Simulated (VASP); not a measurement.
# BN (ae) (F-43m) in VASP: a series of runs, part 2 of 2

VASP 6.6.1. The steps go on from the part before.

### 4 Single point, PBE (volume scaled by 0.97)

INCAR

```
PREC = Accurate
ENCUT = 600
EDIFF = 1E-6
ISMEAR = 0
SIGMA = 0.02
LREAL = F
LASPH = T
NELM = 120
ALGO = Normal
ISIF = 2
LWAVE = F
LCHARG = F
GGA = PE
NBANDS = 11
GGA_COMPAT = F
```

KPOINTS

```
Automatic mesh
0
Gamma
  12 12 12
```

POSCAR

```
BN
1.0
    0.0000000000      1.7939791248      1.7939791248
    1.7939791248      0.0000000000      1.7939791248
    1.7939791248      1.7939791248      0.0000000000
B N
1 1
Direct
    0.0000000000      0.0000000000      0.0000000000
    0.2500000000      0.2500000000      0.2500000000
```

Potentials or basis: VASP PAW PBE potentials, release 64 (B, N).

Command:

```
$ cat potpaw_PBE.64/B/POTCAR potpaw_PBE.64/N/POTCAR > POTCAR
$ mpirun -np 1 vasp_std > vasp.out
```

OUTCAR:

```text
PREC = Accurate
   ENCUT = 600
   EDIFF = 1E-6
   ISMEAR = 0
   LREAL = F
   LASPH = T
   NELM = 120
   ISIF = 2
   GGA = PE

 ion  position               nearest neighbor table
   1  0.000  0.000  0.000-   2 1.55   2 1.55   2 1.55   2 1.55
   2  0.250  0.250  0.250-   1 1.55   1 1.55   1 1.55   1 1.55

  LATTYP: Found a face centered cubic cell.
 ALAT       =     3.5879582496

  Lattice vectors:

 A1 = (   0.0000000000,   1.7939791248,   1.7939791248)
 A2 = (   1.7939791248,   0.0000000000,   1.7939791248)
 A3 = (   1.7939791248,   1.7939791248,   0.0000000000)
[... 511 lines left out ...]
      6      20.0957      0.00000
      7      20.1731      0.00000
      8      23.6683      0.00000
      9      29.0182      0.00000
     10      33.3140      0.00000
     11      34.8193      0.00000

 [... further k-points ...]
[... 5 lines left out ...]
  --------------------------------------------------------------------------------------
  -------------------------------------------------------------------------------------
  Total        0.8694567      0.8694567      0.8694567      0.0000000      0.0000000      0.0000000
  in kB      120.6358484    120.6358484    120.6358484      0.0000000      0.0000000      0.0000000
  external PRESSURE =     120.6358484 kB  Pullay stress =       0.0000000 kB

 VOLUME and BASIS-vectors are now :
 -----------------------------------------------------------------------------
  energy-cutoff  :      600.00
  volume of cell :       11.55
      direct lattice vectors                 reciprocal lattice vectors
     0.000000000  1.793979125  1.793979125    -0.278710044  0.278710044  0.278710044
     1.793979125  0.000000000  1.793979125     0.278710044 -0.278710044  0.278710044
     1.793979125  1.793979125  0.000000000     0.278710044  0.278710044 -0.278710044

 POSITION                                       TOTAL-FORCE (eV/Angst)
 -----------------------------------------------------------------------------------
      0.00000      0.00000      0.00000         0.000000      0.000000      0.000000
      0.89699      0.89699      0.89699        -0.000000     -0.000000     -0.000000
 -----------------------------------------------------------------------------------
    total drift:                                0.000000      0.000000      0.000000

  FREE ENERGIE OF THE ION-ELECTRON SYSTEM (eV)
  ---------------------------------------------------
  free  energy   TOTEN  =       -17.4403385795 eV

  energy  without entropy=      -17.4403385795  energy(sigma->0) =      -17.44033858
```

OSZICAR:

```text
N       E                     dE             d eps       ncg     rms          rms(c)
DAV:   1     0.147262454258E+02    0.14726E+02   -0.54308E+03  1611   0.815E+02
DAV:   2    -0.177990808636E+02   -0.32525E+02   -0.31453E+02  1895   0.189E+02
DAV:   3    -0.184411863962E+02   -0.64211E+00   -0.64094E+00  1890   0.223E+01
DAV:   4    -0.184419963482E+02   -0.80995E-03   -0.80993E-03  1740   0.878E-01
DAV:   5    -0.184419970808E+02   -0.73256E-06   -0.73255E-06  1848   0.264E-02    0.681E+00
DAV:   6    -0.175342101016E+02    0.90779E+00   -0.29071E+00  1728   0.105E+01    0.332E+00
DAV:   7    -0.174549958690E+02    0.79214E-01   -0.11363E-01  1806   0.279E+00    0.194E+00
DAV:   8    -0.174400462189E+02    0.14950E-01   -0.36899E-02  1772   0.142E+00    0.205E-01
DAV:   9    -0.174402480257E+02   -0.20181E-03   -0.90600E-04  1689   0.266E-01    0.859E-02
DAV:  10    -0.174403335841E+02   -0.85558E-04   -0.12047E-04  1733   0.994E-02    0.156E-02
DAV:  11    -0.174403385056E+02   -0.49214E-05   -0.81626E-06  1824   0.242E-02    0.104E-02
DAV:  12    -0.174403385795E+02   -0.73927E-07   -0.13614E-06  1012   0.872E-03
   1 F= -.17440339E+02 E0= -.17440339E+02  d E =-.234493E-15
```

stdout:

```text
POSCAR found type information on POSCAR B N
 POSCAR found :  2 types and       2 ions
 scaLAPACK will be used
 LDA part: xc-table for (Slater+PW92), standard interpolation
 POSCAR, INCAR and KPOINTS ok, starting setup
 FFT: planning ... GRIDC
 FFT: planning ... GRID_SOFT
 FFT: planning ... GRID
 WAVECAR not read
 entering main loop
```

It took 5.3 s on 1 thread of Intel Xeon 6975P-C (Granite Rapids), shared host; peak memory 0.12 GiB.

Results:

```
Free energy            : -17.4403 eV
Pressure               : 12.1 GPa
Band gap on the k mesh : 4.48 eV, indirect (least direct gap 8.93 eV)
```

### 5 Single point, PBE (volume scaled by 0.94)

INCAR

```
SYSTEM = BN
PREC     = Accurate       ! precision mode
ENCUT    = 600            ! plane-wave cutoff, eV
EDIFF    = 1E-6           ! SCF threshold, eV
ISMEAR   = 0              ! smearing method
SIGMA    = 0.02           ! smearing width, eV
LREAL    = .False.        ! projectors in reciprocal space
LASPH    = .True.         ! aspherical terms in the spheres
NELM     = 120            ! most SCF steps
ALGO     = Normal         ! electronic algorithm
ISIF     = 2              ! what is computed and relaxed
LWAVE    = .False.        ! write WAVECAR
LCHARG   = .False.        ! write CHGCAR
GGA      = PE             ! functional
NBANDS   = 11             ! bands
GGA_COMPAT= .False.
```

KPOINTS

```
regular mesh
0
Gamma
  12 12 12
  0 0 0
```

POSCAR

```
BN
1.0
    0.0000000000      1.7752904832      1.7752904832
    1.7752904832      0.0000000000      1.7752904832
    1.7752904832      1.7752904832      0.0000000000
B N
1 1
Direct
    0.0000000000      0.0000000000      0.0000000000
    0.2500000000      0.2500000000      0.2500000000
```

Command:

```
$ cat potpaw_PBE.64/B/POTCAR potpaw_PBE.64/N/POTCAR > POTCAR
$ mpirun -np 1 vasp_std > vasp.out
```

Wall time 5.1 s (1 thread of Intel Xeon 6975P-C (Granite Rapids), shared host); peak memory 0.12 GiB.

It converged, with:

* Free energy: -17.3972 eV
* Pressure: 25.9 GPa
* Band gap on the k mesh: 4.51 eV, indirect (least direct gap 9.08 eV)

Levels at points of the mesh, in eV from the valence-band top:
```tsv
k point	band 1	band 2	band 3	band 4	band 5	band 6	band 7	band 8
(0.00, 0.00, 0.00)	-20.86	0.00	0.00	0.00	9.08	9.08	9.08	11.24
(0.50, 0.00, 0.00)	-16.38	-11.20	-2.04	-2.04	10.86	11.00	11.00	15.81
(0.50, 0.50, 0.00)	-14.94	-9.28	-5.18	-5.18	4.51	9.53	18.76	18.76
```

 A k mesh can miss the band edges.

### 6 Single point, PBE (volume scaled by 1.03)

INCAR

```
PREC = Accurate
ENCUT = 600
EDIFF = 1E-6
ISMEAR = 0
SIGMA = 0.02
LREAL = F
LASPH = T
NELM = 120
ALGO = Normal
ISIF = 2
LWAVE = F
LCHARG = F
GGA = PE
NBANDS = 11
GGA_COMPAT = F
```

KPOINTS

```
Automatic mesh
0
Gamma
  12 12 12
```

POSCAR

```
BN
1.0
    0.0000000000      1.8302308944      1.8302308944
    1.8302308944      0.0000000000      1.8302308944
    1.8302308944      1.8302308944      0.0000000000
B N
1 1
Direct
    0.0000000000      0.0000000000      0.0000000000
    0.2500000000      0.2500000000      0.2500000000
```

Potentials or basis: VASP PAW PBE potentials, release 64 (B, N).

Command:

```
$ cat potpaw_PBE.64/B/POTCAR potpaw_PBE.64/N/POTCAR > POTCAR
$ mpirun -np 1 vasp_std > vasp.out
```

Run time: 5.6 s. Hardware: 1 thread of Intel Xeon 6975P-C (Granite Rapids), shared host; peak memory 0.14 GiB.

It converged, with:

* Free energy: -17.4437 eV
* Pressure: -10.5 GPa
* Band gap on the k mesh: 4.42 eV, indirect (least direct gap 8.64 eV)

Levels at points of the mesh, in eV from the valence-band top:
```tsv
k point	band 2	band 3	band 4	band 5	band 6	band 7
(0.00, 0.00, 0.00)	0.00	0.00	0.00	8.64	8.64	8.64
(0.50, 0.00, 0.00)	-10.35	-1.87	-1.87	9.66	10.50	10.50
(0.50, 0.50, 0.00)	-8.68	-4.72	-4.72	4.42	9.02	17.35
```

 A k mesh can miss the band edges.

### 7 The runs side by side

```csv
cell,gap on the mesh (eV),pressure (GPa)
"a = 2.484 Å, angles 60.0°, 2 atoms",4.55,41.9
"a = 2.563 Å, angles 60.0°, 2 atoms",4.45,0.0
"a = 2.537 Å, angles 60.0°, 2 atoms",4.48,12.1
"a = 2.511 Å, angles 60.0°, 2 atoms",4.51,25.9
"a = 2.588 Å, angles 60.0°, 2 atoms",4.42,-10.5
```

Alike in all rows: task single point; level PBE; potentials or basis VASP PAW PBE potentials, release 64 (B, N); no spin polarisation; k mesh 12 × 12 × 12; cutoff (eV) 600; smearing gaussian 0.02 eV.

Total energies depend on the potentials used, so only differences within one code and one set of settings carry meaning.

### 8 Against experiment

Step 3. Against the measured gap of BN, 6.4 eV (indirect; 300 K; a printed reference work, monograph), the calculated 4.45 eV is off by -1.95 eV. The value is that of PBE on a finite k mesh, which can miss the band edges, without temperature or zero-point motion. Semilocal functionals fall short of measured gaps as a rule.
